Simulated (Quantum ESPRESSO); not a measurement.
# Ge (Imma) in Quantum ESPRESSO: further runs

Runs on Ge. Level: PBEsol. Tasks: band structure.

Program: Quantum ESPRESSO 7.5. These are calculated values, not measurements. Logs are shortened: lines on timing, memory, paths and dates and some standing lists are left out, and cuts for length are marked.

## (1) The crystal as given

It takes space group Imma (No. 74, orthorhombic). The conventional cell has a = 4.992 Å, b = 5.302 Å, c = 2.874 Å, α = 90.00°, β = 90.00°, γ = 90.00°. Ge (site symmetry mm2) has 6 Ge at 2.68 to 2.87 Å as nearest neighbours.

This isn't the form of Ge at room conditions, which is diamond.

## (2) Band structure, PBEsol

Input file pw.in:

```
&CONTROL
  calculation = 'scf'
  prefix = 'pwscf'
  outdir = './tmp'
  pseudo_dir = './pseudo'
  tprnfor = .true.
  tstress = .true.
  disk_io = 'low'
/
&SYSTEM
  ibrav = 0
  celldm(1) = 8
  nat = 2
  ntyp = 1
  ecutwfc = 78
  nbnd = 21
  occupations = 'smearing'
  smearing = 'fd'
  degauss = 0.00367493
/
&ELECTRONS
  conv_thr = 4d-10
  electron_maxstep = 120
  mixing_beta = 0.5
/
ATOMIC_SPECIES
Ge    72.6300 Ge.upf
CELL_PARAMETERS alat
 -0.5895704568752   0.6261756329880   0.3394295357003
  0.5895704568752  -0.6261756329880   0.3394295357003
  0.5895704568752   0.6261756329880  -0.3394295357003
ATOMIC_POSITIONS crystal
Ge     0.3140570000    0.0640570000    0.2500000000
Ge     0.6859430000    0.9359430000    0.7500000000
K_POINTS automatic
11 11 11 0 0 0
```

Input file bands.in:

```
&CONTROL
  calculation = 'bands'
  prefix = 'pwscf'
  outdir = './tmp'
  pseudo_dir = './pseudo'
  disk_io = 'low'
  verbosity = 'high'
/
&SYSTEM
  ibrav = 0
  celldm(1) = 8
  nat = 2
  ntyp = 1
  ecutwfc = 78
  nbnd = 21
  occupations = 'smearing'
  smearing = 'fd'
  degauss = 0.00367493
/
&ELECTRONS
  conv_thr = 1d-08
  electron_maxstep = 120
  mixing_beta = 0.5
  diago_full_acc = .true.
  startingwfc = 'random'
/
ATOMIC_SPECIES
Ge    72.6300 Ge.upf
CELL_PARAMETERS alat
 -0.5895704568752   0.6261756329880   0.3394295357003
  0.5895704568752  -0.6261756329880   0.3394295357003
  0.5895704568752   0.6261756329880  -0.3394295357003
ATOMIC_POSITIONS crystal
Ge     0.3140570000    0.0640570000    0.2500000000
Ge     0.6859430000    0.9359430000    0.7500000000
K_POINTS crystal
61
 0.0000000000  0.0000000000  0.0000000000 1
 0.0404324158  0.0404324158 -0.0404324158 1
 0.0808648316  0.0808648316 -0.0808648316 1
 0.1212972474  0.1212972474 -0.1212972474 1
 0.1617296632  0.1617296632 -0.1617296632 1
 0.2021620790  0.2021620790 -0.2021620790 1
 0.2425944948  0.2425944948 -0.2425944948 1
 0.2830269106  0.2830269106 -0.2830269106 1
 0.3234593264  0.3234593264 -0.3234593264 1
 0.2950845098  0.3518341431 -0.2950845098 1
 0.1967230065  0.4012227621 -0.1967230065 1
 0.0983615033  0.4506113810 -0.0983615033 1
 0.0000000000  0.5000000000  0.0000000000 1
 0.0833333333  0.4166666667  0.0833333333 1
 0.1666666667  0.3333333333  0.1666666667 1
 0.2500000000  0.2500000000  0.2500000000 1
 0.3333333333  0.1666666667  0.1666666667 1
 0.4166666667  0.0833333333  0.0833333333 1
 0.5000000000  0.0000000000  0.0000000000 1
 0.5588468912 -0.1078197755  0.1078197755 1
 0.6176937824 -0.2156395510  0.2156395510 1
 0.6765406736 -0.3234593264  0.3234593264 1
 0.6324055052 -0.3675944948  0.3675944948 1
 0.5882703368 -0.4117296632  0.4117296632 1
 0.5441351684 -0.4558648316  0.4558648316 1
 0.5000000000 -0.5000000000  0.5000000000 1
 0.4285714286 -0.4285714286  0.4285714286 1
 0.3571428571 -0.3571428571  0.3571428571 1
 0.2857142857 -0.2857142857  0.2857142857 1
 0.2142857143 -0.2142857143  0.2142857143 1
 0.1428571429 -0.1428571429  0.1428571429 1
 0.0714285714 -0.0714285714  0.0714285714 1
 0.0000000000  0.0000000000  0.0000000000 1
-0.0673750262  0.0673750262  0.0673750262 1
-0.1347500524  0.1347500524  0.1347500524 1
-0.2021250786  0.2021250786  0.2021250786 1
-0.2695001048  0.2695001048  0.2695001048 1
-0.3368751310  0.3368751310  0.3368751310 1
-0.4042501572  0.4042501572  0.4042501572 1
-0.4716251834  0.4716251834  0.4716251834 1
-0.3773001467  0.3773001467  0.4773001467 1
-0.2829751100  0.2829751100  0.4829751100 1
-0.1886500733  0.1886500733  0.4886500733 1
-0.0943250367  0.0943250367  0.4943250367 1
 0.0000000000  0.0000000000  0.5000000000 1
 0.0312500000  0.0312500000  0.4687500000 1
 0.0625000000  0.0625000000  0.4375000000 1
 0.0937500000  0.0937500000  0.4062500000 1
 0.1250000000  0.1250000000  0.3750000000 1
 0.1562500000  0.1562500000  0.3437500000 1
 0.1875000000  0.1875000000  0.3125000000 1
 0.2187500000  0.2187500000  0.2812500000 1
 0.2500000000  0.2500000000  0.2500000000 1
-0.2950845098  0.6481658569  0.2950845098 1
-0.3303926445  0.6128577222  0.3303926445 1
-0.3657007792  0.5775495875  0.3657007792 1
-0.4010089139  0.5422414528  0.4010089139 1
-0.4363170486  0.5069333181  0.4363170486 1
-0.4716251834  0.4716251834  0.4716251834 1
 0.4716251834 -0.4716251834  0.5283748166 1
 0.5000000000 -0.5000000000  0.5000000000 1
```

Potentials or basis: PseudoDojo 0.4.1 SR PBEsol standard.

The run is started by

```sh
OMP_NUM_THREADS=1 mpirun -n 2 pw.x -nk 2 -in pw.in > pw.out
OMP_NUM_THREADS=1 mpirun -n 2 pw.x -nk 2 -in bands.in > bands.out
```

pw.out:

```text
This program is part of the open-source Quantum ESPRESSO suite
     for quantum simulation of materials; please cite
[... 6 lines left out ...]
     using ibrav=0 with symmetry is DISCOURAGED, use correct ibrav instead

     K-points division:     npool     =       2
     Subspace diagonalization in iterative solution of the eigenvalue problem:
     a serial algorithm will be used

     G-vector sticks info
     --------------------
     sticks:   dense  smooth     PW     G-vecs:    dense   smooth      PW
     Sum         925     925    289                23841    23841    4185

     Using Slab Decomposition

     bravais-lattice index     =            0
     lattice parameter (alat)  =       8.0000  a.u.
     unit-cell volume          =     256.6324 (a.u.)^3
     number of atoms/cell      =            2
     number of atomic types    =            1
     number of electrons       =        28.00
     number of Kohn-Sham states=           21
     kinetic-energy cutoff     =      78.0000  Ry
     charge density cutoff     =     312.0000  Ry
     scf convergence threshold =      4.0E-10
     mixing beta               =       0.5000
     number of iterations used =            8  plain     mixing
     Exchange-correlation= PBESOL
                           (   1   4  10   8   0   0   0)

     celldm(1)=   8.000000  celldm(2)=   0.000000  celldm(3)=   0.000000
     celldm(4)=   0.000000  celldm(5)=   0.000000  celldm(6)=   0.000000

     crystal axes: (cart. coord. in units of alat)
               a(1) = (  -0.589570   0.626176   0.339430 )
               a(2) = (   0.589570  -0.626176   0.339430 )
               a(3) = (   0.589570   0.626176  -0.339430 )

     reciprocal axes: (cart. coord. in units 2 pi/alat)
               b(1) = ( -0.000000  0.798498  1.473060 )
               b(2) = (  0.848075  0.000000  1.473060 )
               b(3) = (  0.848075  0.798498  0.000000 )

     PseudoPot. # 1 for Ge read from file:
     Ge.upf
     Pseudo is Norm-conserving + core correction, Zval = 14.0
     Generated using ONCVPSP code by D. R. Hamann
     Using radial grid of 1560 points,  6 beta functions with:
                l(1) =   0
                l(2) =   0
                l(3) =   1
                l(4) =   1
                l(5) =   2
                l(6) =   2

     atomic species   valence    mass     pseudopotential
     Ge               14.00    72.63000     Ge( 1.00)

      8 Sym. Ops., with inversion, found ( 4 have fractional translation)

   Cartesian axes

     site n.     atom                  positions (alat units)
         1        Ge     tau(   1) = (   0.0000000   0.3130878   0.0434857  )
         2        Ge     tau(   2) = (   0.5895705   0.3130878   0.2959439  )

     number of k points=   216  Fermi-Dirac smearing, width (Ry)=  0.0037

     Number of k-points >= 100: set verbosity='high' to print them.

     Dense  grid:    23841 G-vectors     FFT dimensions: (  48,  45,  48)

     Initial potential from superposition of free atoms

     starting charge      27.9985, renormalised to      28.0000
     Starting wfcs are   18 randomized atomic wfcs +    3 random wfcs

     Self-consistent Calculation

     iteration #  1     ecut=    78.00 Ry     beta= 0.50
     Davidson diagonalization with overlap
     ethr =  1.00E-02,  avg # of iterations =  3.8

     Threshold (ethr) on eigenvalues was too large:
     Diagonalizing with lowered threshold

     Davidson diagonalization with overlap
     ethr =  2.75E-05,  avg # of iterations =  6.1

     total energy              =    -356.78061099 Ry
     estimated scf accuracy    <       0.00788538 Ry

     iteration #  2     ecut=    78.00 Ry     beta= 0.50
     Davidson diagonalization with overlap
     ethr =  2.82E-05,  avg # of iterations =  1.0

     total energy              =    -356.78094479 Ry
     estimated scf accuracy    <       0.00120735 Ry

     iteration #  3     ecut=    78.00 Ry     beta= 0.50
     Davidson diagonalization with overlap
     ethr =  4.31E-06,  avg # of iterations =  2.5

     total energy              =    -356.78105115 Ry
     estimated scf accuracy    <       0.00009020 Ry

     iteration #  4     ecut=    78.00 Ry     beta= 0.50
     Davidson diagonalization with overlap
     ethr =  3.22E-07,  avg # of iterations =  2.2

     total energy              =    -356.78105962 Ry
     estimated scf accuracy    <       0.00000578 Ry

     iteration #  5     ecut=    78.00 Ry     beta= 0.50
     Davidson diagonalization with overlap
     ethr =  2.06E-08,  avg # of iterations =  2.0

     total energy              =    -356.78106024 Ry
     estimated scf accuracy    <       0.00000021 Ry

     iteration #  6     ecut=    78.00 Ry     beta= 0.50
     Davidson diagonalization with overlap
     ethr =  7.57E-10,  avg # of iterations =  2.0

     total energy              =    -356.78106036 Ry
     estimated scf accuracy    <       0.00000005 Ry

     iteration #  7     ecut=    78.00 Ry     beta= 0.50
     Davidson diagonalization with overlap
     ethr =  1.68E-10,  avg # of iterations =  1.0

     total energy              =    -356.78106036 Ry
     estimated scf accuracy    <          3.9E-09 Ry

     iteration #  8     ecut=    78.00 Ry     beta= 0.50
     Davidson diagonalization with overlap
     ethr =  1.39E-11,  avg # of iterations =  2.0

     total energy              =    -356.78106036 Ry
     estimated scf accuracy    <          5.3E-10 Ry

     iteration #  9     ecut=    78.00 Ry     beta= 0.50
     Davidson diagonalization with overlap
     ethr =  1.91E-12,  avg # of iterations =  1.1

     End of self-consistent calculation

     Number of k-points >= 100: set verbosity='high' to print the bands.

     the Fermi energy is    11.8344 ev

!    total energy              =    -356.78106036 Ry
     estimated scf accuracy    <          5.1E-11 Ry
     smearing contrib. (-TS)   =      -0.00046780 Ry
     internal energy E=F+TS    =    -356.78059256 Ry

     The total energy is F=E-TS. E is the sum of the following terms:
     one-electron contribution =    -139.37617168 Ry
     hartree contribution      =      91.15648222 Ry
     xc contribution           =     -86.35085283 Ry
     ewald contribution        =    -222.21005027 Ry

     convergence has been achieved in   9 iterations

     Forces acting on atoms (cartesian axes, Ry/au):

     atom    1 type  1   force =     0.00000000    0.00000000    0.00228201
     atom    2 type  1   force =    -0.00000000   -0.00000000   -0.00228201

     Total force =     0.003227     Total SCF correction =     0.000004

     Computing stress (Cartesian axis) and pressure

          total   stress  (Ry/bohr**3)                   (kbar)     P=      -24.84
  -0.00008904  -0.00000000  -0.00000000          -13.10       -0.00       -0.00
  -0.00000000  -0.00022765   0.00000000           -0.00      -33.49        0.00
  -0.00000000   0.00000000  -0.00018984           -0.00        0.00      -27.93

=------------------------------------------------------------------------------=
   JOB DONE.
=------------------------------------------------------------------------------=
```

It took 89 s on 2 MPI ranks of Intel Xeon 6975P-C (Granite Rapids), shared host; peak memory 0.36 GiB.

Results:

| Property | Result |
| --- | --- |
| Free energy | -4854.2536 eV |
| Pressure | -2.5 GPa |
| Largest force | 0.059 eV/Å |
| Band gap on the k mesh | none (metal or under the smearing width) |

Forces on the atoms (eV/Å):
```
Ge   0.000  0.000  0.059
Ge   0.000  0.000 -0.059
```

Stress tensor (GPa, compression positive):
```
-1.31  0.00  0.00
 0.00 -3.35  0.00
 0.00  0.00 -2.79
```

Levels at the corners of the path, in eV from the Fermi level:
```
point  band 12  band 13  band 14  band 15  band 16  band 17
    Γ    -3.84    -2.36    -1.91     3.41     6.94     7.16
    X    -6.59    -3.77    -3.69    -3.32     3.69     5.59
    L    -6.63    -3.92    -3.76    -2.97     3.52     5.78
    T    -5.92    -3.47    -2.26    -1.79     3.08     4.00
    W    -7.00    -4.32    -4.32     3.86     3.86     5.14
    R    -6.98    -1.96    -1.56    -0.79     1.47     3.18
   X1    -6.59    -3.77    -3.69    -3.32     3.69     5.59
    Z    -8.23    -5.86    -5.61     4.38     6.83    10.69
    Γ    -3.84    -2.36    -1.91     3.41     6.94     7.16
    Y    -8.39    -5.84    -5.42     4.40     6.84    10.63
    S   -10.37     0.64     0.64     2.26     2.26     6.74
    W    -7.00    -4.32    -4.32     3.86     3.86     5.14
   L1    -6.63    -3.92    -3.76    -2.97     3.52     5.78
    Y    -8.39    -5.84    -5.42     4.40     6.84    10.63
   Y1    -8.39    -5.84    -5.42     4.40     6.84    10.63
    Z    -8.23    -5.86    -5.61     4.38     6.83    10.69
```

## (3) Band structure, PBEsol, spin-orbit coupling, no magnetisation

Changes to pw.in since step 2:

```diff
@@ -15,3 +15,3 @@
   ecutwfc = 78
-  nbnd = 21
+  nbnd = 42
   occupations = 'smearing'
@@ -19,2 +19,4 @@
   degauss = 0.00367493
+  noncolin = .true.
+  lspinorb = .true.
 /
```

Changes to bands.in since step 2:

```diff
@@ -14,3 +14,3 @@
   ecutwfc = 78
-  nbnd = 21
+  nbnd = 42
   occupations = 'smearing'
@@ -18,2 +18,4 @@
   degauss = 0.00367493
+  noncolin = .true.
+  lspinorb = .true.
 /
```

Potentials or basis: PseudoDojo 0.4 FR PBEsol standard.

The run is started by

```sh
OMP_NUM_THREADS=1 mpirun -n 2 pw.x -nk 2 -in pw.in > pw.out
OMP_NUM_THREADS=1 mpirun -n 2 pw.x -nk 2 -in bands.in > bands.out
```

It took 6.8 min on 2 MPI ranks of Intel Xeon 6975P-C (Granite Rapids), shared host; peak memory 1.1 GiB.

The run converged. Its results:

```yaml
Free_energy: -4853.4479 eV
Pressure: -2.4 GPa
Largest_force: 0.059 eV/Å
Band_gap_on_the_k_mesh: none (metal or under the smearing width)
```

Forces on the atoms (eV/Å):
```
Ge   0.000  0.000  0.059
Ge   0.000  0.000 -0.059
```

Stress tensor (GPa, compression positive):
```
-1.23  0.00  0.00
 0.00 -3.27  0.00
 0.00  0.00 -2.71
```

Levels at the corners of the path, in eV from the Fermi level:
| point | band 24 | band 25 | band 26 | band 27 | band 28 | band 29 | band 30 | band 31 | band 32 | band 33 |
| --- | --- | --- | --- | --- | --- | --- | --- | --- | --- | --- |
| Γ | -3.83 | -2.37 | -2.37 | -1.90 | -1.90 | 3.41 | 3.41 | 6.90 | 6.90 | 7.16 |
| X | -6.59 | -3.78 | -3.78 | -3.69 | -3.69 | -3.31 | -3.31 | 3.69 | 3.69 | 5.59 |
| L | -6.63 | -3.92 | -3.92 | -3.75 | -3.75 | -2.97 | -2.97 | 3.51 | 3.51 | 5.78 |
| T | -5.92 | -3.47 | -3.47 | -2.27 | -2.27 | -1.78 | -1.78 | 3.08 | 3.08 | 4.00 |
| W | -6.99 | -4.33 | -4.33 | -4.31 | -4.31 | 3.83 | 3.83 | 3.87 | 3.87 | 5.12 |
| R | -6.98 | -1.96 | -1.96 | -1.57 | -1.57 | -0.78 | -0.78 | 1.47 | 1.47 | 3.18 |
| X1 | -6.59 | -3.78 | -3.78 | -3.69 | -3.69 | -3.31 | -3.31 | 3.69 | 3.69 | 5.59 |
| Z | -8.23 | -5.86 | -5.86 | -5.61 | -5.61 | 4.38 | 4.38 | 6.83 | 6.83 | 10.69 |
| Γ | -3.83 | -2.37 | -2.37 | -1.90 | -1.90 | 3.41 | 3.41 | 6.90 | 6.90 | 7.16 |
| Y | -8.38 | -5.84 | -5.84 | -5.42 | -5.42 | 4.40 | 4.40 | 6.84 | 6.84 | 10.63 |
| S | -10.37 | 0.64 | 0.64 | 0.64 | 0.64 | 2.26 | 2.26 | 2.26 | 2.26 | 6.74 |
| W | -6.99 | -4.33 | -4.33 | -4.31 | -4.31 | 3.83 | 3.83 | 3.87 | 3.87 | 5.12 |
| L1 | -6.63 | -3.92 | -3.92 | -3.75 | -3.75 | -2.97 | -2.97 | 3.51 | 3.51 | 5.78 |
| Y | -8.38 | -5.84 | -5.84 | -5.42 | -5.42 | 4.40 | 4.40 | 6.84 | 6.84 | 10.63 |
| Y1 | -8.38 | -5.84 | -5.84 | -5.42 | -5.42 | 4.40 | 4.40 | 6.84 | 6.84 | 10.63 |
| Z | -8.23 | -5.86 | -5.86 | -5.61 | -5.61 | 4.38 | 4.38 | 6.83 | 6.83 | 10.69 |
